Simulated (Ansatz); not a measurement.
# ZnO: which structure wins at one pressure, part 3 of 3

Aim: bring ZnO in several structures (CsCl, wurtzite, NiAs) to one pressure and rank them by enthalpy. The pressure is set by scaling the first phase. The runs shown use PAW and LAPW.

Ansatz 0.2.0; DFT PBE; a cell built from a prototype (CsCl type), not taken from measurement.

## Step 9: Wurtzite at the cell that PAW relaxed, LAPW

input.yaml

```yaml
crystal:
  lattice:
    - [3.1837742667, 0.0, 0.0]
    - [-1.5918871333, 2.7572293949, 0.0]
    - [0.0, 0.0, 5.1375232886]
  atoms:
    - { symbol: Zn, position: [0.3333333333, 0.6666666667, -0.0015139203] }
    - { symbol: Zn, position: [0.6666666667, 0.3333333333, 0.4984860797] }
    - { symbol: O, position: [0.3333333333, 0.6666666667, 0.3775139203] }
    - { symbol: O, position: [0.6666666667, 0.3333333333, 0.8775139203] }
kpoints:
  mp_grid: { grid: [12, 12, 7] }
scf:
  occupations: { method: fermi_dirac, width: 0.08 }
hamiltonian:
  xc: pbe
  pseudopotentials: { kind: all_electron, lapw: { basis_error: 0.0005 } }
output:
  forces: true
  stress: true
  eigenvalues: true
  populations: true
```

Launch:

```
ansatz run input.yaml --threads 1 --pin off --max-ram 3584MiB --backend cpu --events-out ev --progress --plain --runs-dir out
```

Output, cut to the lines that bear on the results:

```text
Zn: projections on atomic orbitals take those of the free atom 1s2 2s2 2p6 3s2 3p6 3d10 4s2, of charge +0.00 (hamiltonian.pseudopotentials.projection_atoms)
O: projections on atomic orbitals take those of the free atom 1s2 2s2 2p4, of charge +0.00 (hamiltonian.pseudopotentials.projection_atoms)
[...]
--- Stress (GPa, compression-positive) ---
       13.902151       0.000000       0.000000
        0.000000      13.902151       0.000000
        0.000000       0.000000      13.883964
  P = ⅓ Tr σ = 13.8961 GPa (138.961 kbar)
--- Band table (eV; the first three rows and the last of 76) ---
[...]
--- Löwdin populations: 4 sites ---
  site symbol       q [e]
     0     Zn     28.5675
     1     Zn     28.5675
     2      O      9.2449
     3      O      9.2449
  spilling = 0.004937 (of n_electrons = 76.000000)
```

Run time: 2 min. Hardware: 1 thread of Arm Neoverse V2, shared host; peak memory 0.64 GiB.

In short: pressure 13.90 GPa; gap on the k mesh 0.89 eV.

## Step 10: NiAs relaxed under pressure, PAW

input.yaml

```yaml
crystal:
  lattice:
    - [3.0603587266, 0.0, 0.0]
    - [-1.5301793633, 2.650348402, 0.0]
    - [0.0, 0.0, 4.7435560263]
  atoms:
    - { symbol: Zn, position: [0.0, 0.0, 0.0] }
    - { symbol: Zn, position: [0.0, 0.0, 0.5] }
    - { symbol: O, position: [0.3333333333, 0.6666666667, 0.25] }
    - { symbol: O, position: [0.6666666667, 0.3333333333, 0.75] }
kpoints:
  mp_grid: { grid: [11, 11, 6] }
scf:
  occupations: { method: fermi_dirac, width: 0.08 }
hamiltonian:
  xc: pbe
  pseudopotentials: { kind: paw }
output:
  forces: true
  stress: true
  eigenvalues: true
relax:
  f_tol: 0.005
  max_steps: 40
  cell: { p_target: 14.0, stress_tol: 0.03 }
```

Launch:

```
ansatz run input.yaml --threads 1 --pin off --max-ram 3584MiB --backend cpu --events-out ev --progress --plain --runs-dir out
```

Output, cut to the lines that bear on the results:

```text
[...]
[... 4 set-up lines as earlier in the session ...]
[...]
Crystal: 4 atoms, lattice volume = 38.475 Å³
Basis set: ecut = 420 eV, 747 PW (Γ), exchange–correlation on 48×48×64 points (8 copies of the dense FFT grid, shifted against one another)
[...]
relax step   5: F+E_penalty+E_count = -7772.63869754 eV  Δ(F+E_penalty+E_count) = -2.751e-3 eV  max|allowed force component| = 1.272e-16 eV/Å  Δτ_max = 0.0000 Å  P = +14.000 GPa  Ω = 38.184 Å³  energy of the carried Pulay correction = +1.309e-3 eV  (6 SCF iters, dr2 threshold 1.52e-7 eV, accepted)
[...]
SCF iter   7: F=-7772.646635 eV  HF=-7772.646635 eV  |F-HF|=9.09e-13  |Δ(HF+E_count)|=  6.91e-11  Δρ=3.57e-8  dr2=1.79e-13  ethr=1.00e-12  ⟨swp⟩=5.2  Hψ=6316  notcnv=0
[...]
```

## Step 11: The log goes on: NiAs relaxed under pressure, PAW files

Output, continued:

```text
relax step   6: F+E_penalty+E_count = -7772.64663471 eV  Δ(F+E_penalty+E_count) = -7.937e-3 eV  max|allowed force component| = 1.365e-16 eV/Å  Δτ_max = 0.0000 Å  P = +14.229 GPa  Ω = 38.184 Å³  stress off target by 1.06e0 GPa  SCF on the basis re-selected at this cell (its energy is not comparable with the rows above)  (7 SCF iters)
basis re-selected at this cell: Δ(F+E_penalty+E_count) = -7.937e-3 eV, ΔP = +0.229 GPa vs the last step (what re-selecting the basis moved, of the pressure what is left beyond the Pulay correction that the steps carried, after the strain that the cell walked since its last selection, with what the two solves' SCF thresholds leave and, on support functions, any second-order correction that the steps lacked; it is no measure of the basis error at this ecutwfc). The dense FFT grid was sized anew with the basis: this SCF ran on 20×20×36 points, the steps before it on 24×24×32, so part of this shift can come from that change (see relax.cell in the input reference). This SCF's stress stands 1.06e0 GPa from its target on what of the cell is left free (relax.cell.stress_tol is 3.00e-2 GPa) and its largest allowed force component is 1.36e-16 eV/Å (relax.f_tol is 5.00e-3 eV/Å): not within both, so this SCF does not close the relaxation
Crystal: 4 atoms, lattice volume = 38.201 Å³
iter 1 solved again at ethr=3.65e-8 eV; its pass at ethr=3.10e-3 eV (dr2=1.31e-5 eV) is discarded
SCF iter   1: F=—  HF=-7772.648565 eV  |F-HF|=—  |Δ(HF+E_count)|=         —  Δρ=4.59e-4  dr2=2.24e-5  ethr=3.65e-8  ⟨swp⟩=3.1  Hψ=8132  notcnv=0
preconditioner: auto → none  [insulator: Δε(μ)=0.892 eV  Ē_g=13.646 eV  σ=0.080 eV  W_gap=0.98  n_scr=10 (ndim 8)  ℏωp=36.0 eV  f_vac=0.000  D(μ)=0.00/eV (n_scr^D=0)  ε∞_Penn≈8.0]
SCF iter   2: F=—  HF=-7772.648504 eV  |F-HF|=—  |Δ(HF+E_count)|=   6.10e-5  Δρ=2.07e-4  dr2=4.38e-6  ethr=3.65e-8  ⟨swp⟩=2.0  Hψ=2553  notcnv=0
iter 3 did not close the SCF: its close was put off for the readings that it lacked (scf_convergence_deferred on its scf_iter line)
SCF iter   3: F=-7772.648503 eV  HF=-7772.648504 eV  |F-HF|=5.07e-7  |Δ(HF+E_count)|=   7.54e-7  Δρ=3.55e-5  dr2=2.50e-7  ethr=1.22e-8  ⟨swp⟩=2.1  Hψ=2424  notcnv=0
iter 4 did not close the SCF: its close was put off for the readings that it lacked (scf_convergence_deferred on its scf_iter line)
SCF iter   4: F=-7772.648504 eV  HF=-7772.648504 eV  |F-HF|=3.77e-9  |Δ(HF+E_count)|=   1.63e-7  Δρ=9.66e-6  dr2=1.13e-8  ethr=6.95e-10  ⟨swp⟩=2.0  Hψ=2432  notcnv=0
iter 5 did not close the SCF: its close was put off for the readings that it lacked (scf_convergence_deferred on its scf_iter line)
SCF iter   5: F=-7772.648504 eV  HF=-7772.648504 eV  |F-HF|=3.66e-10  |Δ(HF+E_count)|=   6.48e-9  Δρ=1.97e-6  dr2=4.66e-10  ethr=3.14e-11  ⟨swp⟩=2.6  Hψ=2571  notcnv=0
SCF iter   6: F=-7772.648504 eV  HF=-7772.648504 eV  |F-HF|=1.82e-12  |Δ(HF+E_count)|=  4.14e-10  Δρ=1.16e-7  dr2=1.44e-12  ethr=1.29e-12  ⟨swp⟩=1.1  Hψ=4055  notcnv=0
SCF 7 converged in 6 iterations: F = -7772.648504 eV  dr2 = 1.44e-12
relax step   7: F+E_penalty+E_count = -7772.64850351 eV  Δ(F+E_penalty+E_count) = -1.869e-3 eV  max|allowed force component| = 4.163e-17 eV/Å  Δτ_max = 0.0000 Å  P = +14.031 GPa  Ω = 38.201 Å³  energy of the carried Pulay correction = -1.311e-4 eV  (6 SCF iters, dr2 threshold 4.00e-7 eV, accepted)
Crystal: 4 atoms, lattice volume = 38.206 Å³
iter 1 solved again at ethr=2.71e-10 eV; its pass at ethr=3.10e-3 eV (dr2=9.75e-8 eV) is discarded
SCF iter   1: F=—  HF=-7772.648965 eV  |F-HF|=—  |Δ(HF+E_count)|=         —  Δρ=1.83e-5  dr2=8.66e-8  ethr=2.71e-10  ⟨swp⟩=2.0  Hψ=6961  notcnv=0
preconditioner: auto → none  [insulator: Δε(μ)=0.891 eV  Ē_g=13.645 eV  σ=0.080 eV  W_gap=0.98  n_scr=10 (ndim 8)  ℏωp=36.0 eV  f_vac=0.000  D(μ)=0.00/eV (n_scr^D=0)  ε∞_Penn≈8.0]
SCF iter   2: F=—  HF=-7772.648910 eV  |F-HF|=—  |Δ(HF+E_count)|=   5.52e-5  Δρ=6.71e-6  dr2=9.24e-9  ethr=2.41e-10  ⟨swp⟩=2.0  Hψ=2508  notcnv=0
iter 3 did not close the SCF: its close was put off for the readings that it lacked (scf_convergence_deferred on its scf_iter line)
SCF iter   3: F=-7772.648910 eV  HF=-7772.648910 eV  |F-HF|=9.71e-10  |Δ(HF+E_count)|=   3.66e-9  Δρ=2.63e-6  dr2=1.71e-9  ethr=2.57e-11  ⟨swp⟩=2.0  Hψ=2432  notcnv=0
iter 4 did not close the SCF: its close was put off for the readings that it lacked (scf_convergence_deferred on its scf_iter line)
SCF iter   4: F=-7772.648910 eV  HF=-7772.648910 eV  |F-HF|=2.27e-11  |Δ(HF+E_count)|=  2.69e-10  Δρ=7.91e-7  dr2=1.28e-10  ethr=4.76e-12  ⟨swp⟩=2.3  Hψ=2373  notcnv=0
iter 5 did not close the SCF: its close was put off for the readings that it lacked (scf_convergence_deferred on its scf_iter line)
SCF iter   5: F=-7772.648910 eV  HF=-7772.648910 eV  |F-HF|=1.82e-12  |Δ(HF+E_count)|=  4.82e-11  Δρ=1.11e-7  dr2=2.31e-12  ethr=1.00e-12  ⟨swp⟩=1.7  Hψ=2091  notcnv=0
SCF iter   6: F=-7772.648910 eV  HF=-7772.648910 eV  |F-HF|=9.09e-13  |Δ(HF+E_count)|=  9.09e-13  Δρ=7.87e-9  dr2=9.56e-15  ethr=1.00e-12  ⟨swp⟩=1.1  Hψ=3104  notcnv=0
SCF 8 converged in 6 iterations: F = -7772.648910 eV  dr2 = 9.56e-15
relax step   8: F+E_penalty+E_count = -7772.64891021 eV  Δ(F+E_penalty+E_count) = -4.067e-4 eV  max|allowed force component| = 7.633e-17 eV/Å  Δτ_max = 0.0000 Å  P = +14.000 GPa  Ω = 38.206 Å³  energy of the carried Pulay correction = -1.603e-4 eV  (6 SCF iters, dr2 threshold 5.03e-9 eV, accepted)
iter 1 solved again at ethr=9.86e-8 eV; its pass at ethr=3.10e-3 eV (dr2=3.55e-5 eV) is discarded
SCF iter   1: F=—  HF=-7772.649109 eV  |F-HF|=—  |Δ(HF+E_count)|=         —  Δρ=5.89e-5  dr2=6.88e-8  ethr=9.86e-8  ⟨swp⟩=3.1  Hψ=10114  notcnv=0
SCF iter   2: F=—  HF=-7772.649059 eV  |F-HF|=—  |Δ(HF+E_count)|=   5.02e-5  Δρ=2.96e-5  dr2=1.78e-8  ethr=1.91e-10  ⟨swp⟩=2.1  Hψ=2595  notcnv=0
SCF iter   3: F=—  HF=-7772.649061 eV  |F-HF|=—  |Δ(HF+E_count)|=   1.44e-6  Δρ=5.20e-6  dr2=4.50e-9  ethr=4.94e-11  ⟨swp⟩=2.0  Hψ=2560  notcnv=0
SCF iter   4: F=—  HF=-7772.649061 eV  |F-HF|=—  |Δ(HF+E_count)|=   7.90e-9  Δρ=8.49e-7  dr2=3.77e-11  ethr=1.25e-11  ⟨swp⟩=2.0  Hψ=2432  notcnv=0
iter 5 did not close the SCF: its close was put off for the readings that it lacked (scf_convergence_deferred on its scf_iter line)
SCF iter   5: F=-7772.649061 eV  HF=-7772.649061 eV  |F-HF|=5.91e-11  |Δ(HF+E_count)|=  7.11e-10  Δρ=2.54e-7  dr2=3.56e-12  ethr=1.00e-12  ⟨swp⟩=1.0  Hψ=1408  notcnv=0
iter 6 did not close the SCF: its close was put off for the readings that it lacked (scf_convergence_deferred on its scf_iter line)
SCF iter   6: F=-7772.649061 eV  HF=-7772.649061 eV  |F-HF|=1.82e-12  |Δ(HF+E_count)|=  6.46e-11  Δρ=2.15e-8  dr2=5.95e-14  ethr=1.00e-12  ⟨swp⟩=1.0  Hψ=1408  notcnv=0
iter 7 did not close the SCF: its close was put off for the readings that it lacked (scf_convergence_deferred on its scf_iter line)
SCF iter   7: F=-7772.649061 eV  HF=-7772.649061 eV  |F-HF|=0.00e0  |Δ(HF+E_count)|=  9.09e-13  Δρ=5.64e-9  dr2=2.62e-15  ethr=1.00e-12  ⟨swp⟩=1.0  Hψ=1408  notcnv=0
iter 8 did not close the SCF: its close was put off for the readings that it lacked (scf_convergence_deferred on its scf_iter line)
SCF iter   8: F=-7772.649061 eV  HF=-7772.649061 eV  |F-HF|=1.82e-12  |Δ(HF+E_count)|=    0.00e0  Δρ=4.20e-10  dr2=2.33e-17  ethr=1.00e-12  ⟨swp⟩=1.0  Hψ=1408  notcnv=0
SCF iter   9: F=-7772.649061 eV  HF=-7772.649061 eV  |F-HF|=2.73e-12  |Δ(HF+E_count)|=  9.09e-13  Δρ=7.63e-11  dr2=1.26e-18  ethr=1.00e-12  ⟨swp⟩=2.1  Hψ=3673  notcnv=0
SCF 9 converged in 9 iterations: F = -7772.649061 eV  dr2 = 1.26e-18
relax step   9: F+E_penalty+E_count = -7772.64906063 eV  Δ(F+E_penalty+E_count) = -1.504e-4 eV  max|allowed force component| = 9.946e-17 eV/Å  Δτ_max = 0.0000 Å  P = +14.003 GPa  Ω = 38.206 Å³  stress off target by 2.79e-2 GPa  SCF on the basis re-selected at this cell (its energy is not comparable with the rows above)  (9 SCF iters)
basis re-selected at this cell: Δ(F+E_penalty+E_count) = -1.504e-4 eV, ΔP = +0.003 GPa vs the last step (what re-selecting the basis moved, of the pressure what is left beyond the Pulay correction that the steps carried, after the strain that the cell walked since its last selection, with what the two solves' SCF thresholds leave and, on support functions, any second-order correction that the steps lacked; it is no measure of the basis error at this ecutwfc). This SCF's stress stands 2.79e-2 GPa from its target on what of the cell is left free (relax.cell.stress_tol is 3.00e-2 GPa) and its largest allowed force component is 9.95e-17 eV/Å (relax.f_tol is 5.00e-3 eV/Å): within both
SCF converged after 9 iterations
Free energy (F): -7772.649061 eV
Harris-Foulkes:  -7772.649061 eV  (|F-HF|=2.73e-12)
Internal energy: -7772.648999 eV  (E = F + TS)
E sigma→0 (E₀):  -7772.649030 eV
Entropy (-TS):   -0.000062 eV (-0.015 meV/atom)
Fermi energy:    11.070574 eV
--- Per-component energies (eV) ---
  E_band       = 171.372721
  E_kinetic    = 615.374605
  E_local      = -3417.095832  (includes V_loc(G=0)·N_el)
  E_nonlocal   = 1339.200095
  E_hartree    = 1405.717767
  E_xc         = -421.180644
  E_vxc        = -291.742428  (∫ρ·V_xc dr)
  E_paw        = -3984.169399  (= ΣΔE_a)
  E_vpaw       = -885.803200  (= ΣTr[D̂ρ^β])
  E_aug_tail   = 0.003946  (compensation charges beyond the density's cutoff)
  E_ewald      = -3310.499537
  E_smearing   = -0.000062  (= −TS)
  E_closure    = 0.000000  (closes the sum)
  Σ components = -7772.649061   (vs F -7772.649061, Δ=0.00e0)
--- Forces (eV/Å), atoms counted from 1 ---
  atom   1  Zn    -0.00000000     0.00000000    -0.00000000
  atom   2  Zn    -0.00000000     0.00000000     0.00000000
  atom   3  O     -0.00000000     0.00000000     0.00000000
  atom   4  O     -0.00000000    -0.00000000     0.00000000
  max |Σ_I F_I| component: 5.55e-17 eV/Å
--- Stress (GPa, compression-positive) ---
       13.990200       0.000000       0.000000
        0.000000      13.990200       0.000000
        0.000000       0.000000      14.027876
  P = ⅓ Tr σ = 14.0028 GPa (140.028 kbar)
--- Band table (eV; the first three rows and the last of 64) ---
  k-point 0: bands = ["-8.3273", "-7.0343", "2.7714", "4.5167", "4.5167", "4.7242", "5.4444", "5.4444", "5.4978", "5.4978", "5.9771", "5.9771", "6.9463", "8.7060", "9.1644", "9.1644", "10.4948", "10.4948", "11.3856", "16.2530", "19.3708", "24.7750"]
  k-point 1: bands = ["-8.2542", "-7.1389", "2.9956", "4.5753", "4.5753", "4.7413", "5.4353", "5.4353", "5.4682", "5.4682", "5.9081", "5.9081", "6.8631", "8.0989", "9.2845", "9.2845", "10.4249", "10.4249", "12.0576", "16.0617", "19.6045", "24.8872"]
  k-point 2: bands = ["-8.0467", "-7.4078", "3.5887", "4.6930", "4.7427", "4.7427", "5.2488", "5.2488", "5.5360", "5.5360", "5.7688", "5.7688", "6.6869", "7.1491", "9.5789", "9.5789", "10.2254", "10.2254", "13.2794", "15.4581", "20.3548", "23.3422"]
  k-point 63: bands = ["-6.6927", "-6.6927", "4.0753", "4.0753", "4.5499", "4.5499", "4.7600", "4.7600", "5.6130", "5.6130", "6.0898", "6.0898", "6.5316", "6.5316", "7.2384", "7.2384", "10.1137", "10.1137", "17.5996", "17.5996", "18.9047", "18.9047"]
--- Relaxed structure (7 steps of the walk, 7 accepted, 2 SCFs on fresh bases) ---
  F+E_penalty+E_count = -7772.64906063 eV   max|allowed force component| = 9.946e-17 eV/Å   (the final SCF, on the basis selected at the relaxed cell)
  cell:  # Å, volume = 38.2063 Å³
    - [2.943324655845527, 0.0, 0.0]
    - [-1.4716623279227634, 2.548993923547316, 0.0]
    - [0.0, 0.0, 5.092458360570219]
  atoms:
    - { symbol: Zn, position: [4.108152546000499e-34, -5.838910845923021e-34, 2.907621829104098e-37] }
    - { symbol: Zn, position: [4.144568092558348e-34, -5.84269558800432e-34, 0.5] }
    - { symbol: O, position: [0.33333333333333337, 0.6666666666666667, 0.25] }
    - { symbol: O, position: [0.6666666666666667, 0.33333333333333337, 0.75] }
```

Wall time 27 s (1 thread of Arm Neoverse V2, shared host); peak memory 0.35 GiB.

Relaxation path:

```
step  energy from step 1 (eV/cell)  largest force component (eV/Å)  pressure (GPa)  volume (Å³)
   1                        0.0000                          0.0000           14.85        38.48
   2                       -0.1573                          0.0000           16.11        38.02
   3                       -0.1996                          0.0000           15.17        38.01
   4                       -0.2122                          0.0000           14.20        38.15
   5                       -0.2149                          0.0000           14.00        38.18
   6                       -0.2228                          0.0000           14.23        38.18
   7                       -0.2247                          0.0000           14.03        38.20
   8                       -0.2251                          0.0000           14.00        38.21
   9                       -0.2253                          0.0000           14.00        38.21
```

Step 1 is the start. Steps 6, 9 repeat the geometry before on a plane-wave basis chosen anew for that cell, so the energy can jump there without any move; the table keeps such jumps.

| input's cell | before | after | change |
| --- | --- | --- | --- |
| a (Å) | 3.060 | 2.943 | -3.8 % |
| b (Å) | 3.060 | 2.943 | -3.8 % |
| c (Å) | 4.744 | 5.092 | +7.4 % |
| volume (Å³/atom) | 9.62 | 9.55 | -0.7 % |

This run gives: pressure 14.00 GPa; gap on the k mesh 0.89 eV.

## Step 12: NiAs at the cell that PAW relaxed, LAPW

input.yaml

```yaml
crystal:
  lattice:
    - [2.9433246558, 0.0, 0.0]
    - [-1.4716623279, 2.5489939236, 0.0]
    - [0.0, 0.0, 5.0924583606]
  atoms:
    - { symbol: Zn, position: [0.0, 0.0, 0.0] }
    - { symbol: Zn, position: [0.0, 0.0, 0.5] }
    - { symbol: O, position: [0.3333333333, 0.6666666667, 0.25] }
    - { symbol: O, position: [0.6666666667, 0.3333333333, 0.75] }
kpoints:
  mp_grid: { grid: [11, 11, 6] }
scf:
  occupations: { method: fermi_dirac, width: 0.08 }
hamiltonian:
  xc: pbe
  pseudopotentials: { kind: all_electron, lapw: { basis_error: 0.0005 } }
output:
  forces: true
  stress: true
  eigenvalues: true
  populations: true
```

Launch:

```
ansatz run input.yaml --threads 1 --pin off --max-ram 3584MiB --backend cpu --events-out ev --progress --plain --runs-dir out
```

Output, cut to the lines that bear on the results:

```text
Zn: projections on atomic orbitals take those of the free atom 1s2 2s2 2p6 3s2 3p6 3d10 4s2, of charge +0.00 (hamiltonian.pseudopotentials.projection_atoms)
O: projections on atomic orbitals take those of the free atom 1s2 2s2 2p4, of charge +0.00 (hamiltonian.pseudopotentials.projection_atoms)
[...]
--- Stress (GPa, compression-positive) ---
       13.841040       0.000000       0.000000
        0.000000      13.841040       0.000000
        0.000000       0.000000      13.799346
  P = ⅓ Tr σ = 13.8271 GPa (138.271 kbar)
--- Band table (eV; the first three rows and the last of 64) ---
[...]
--- Löwdin populations: 4 sites ---
  site symbol       q [e]
     0     Zn     28.6062
     1     Zn     28.6062
     2      O      9.2153
     3      O      9.2153
  spilling = 0.004696 (of n_electrons = 76.000000)
```

Wall time 39 s (1 thread of Arm Neoverse V2, shared host); peak memory 0.57 GiB.

In short: pressure 13.83 GPa; gap on the k mesh 0.91 eV.

## Step 13: Side by side

Enthalpy per atom, H = F + pV at p = 14 GPa, from each method's lowest phase:

```
             method     start  space group, start → end  volume (Å³/atom)  pressure (GPa)  enthalpy (meV/atom)
               LAPW      CsCl             Pm-3m → Pm-3m             9.018            14.0                517.5
LAPW, at PAW's cell  wurtzite                    P6_3mc            11.275            13.9                  0.0
LAPW, at PAW's cell      NiAs                  P6_3/mmc             9.552            13.8                 68.3
                PAW      CsCl             Pm-3m → Pm-3m             9.019            14.0                516.4
                PAW  wurtzite           P6_3mc → P6_3mc            11.275            14.0                  0.0
                PAW      NiAs       P6_3/mmc → P6_3/mmc             9.552            14.0                 68.1
```

## Step 14: Outcome

This closing draws on all 3 parts.

```
     quantity                               value
     pressure                              14 GPa
lowest (LAPW)  wurtzite, 68.3 meV/atom under NiAs
 lowest (PAW)  wurtzite, 68.1 meV/atom under NiAs
```

By LAPW the order is wurtzite < NiAs < CsCl. By PAW the order is wurtzite < NiAs < CsCl. The methods agree on the lowest phase. Only these structures were tried, with electrons smeared by 0.08 eV and without vibrations, so the true ground state may be another. The k meshes differ between phases and weren't tested, which can move differences by some meV.
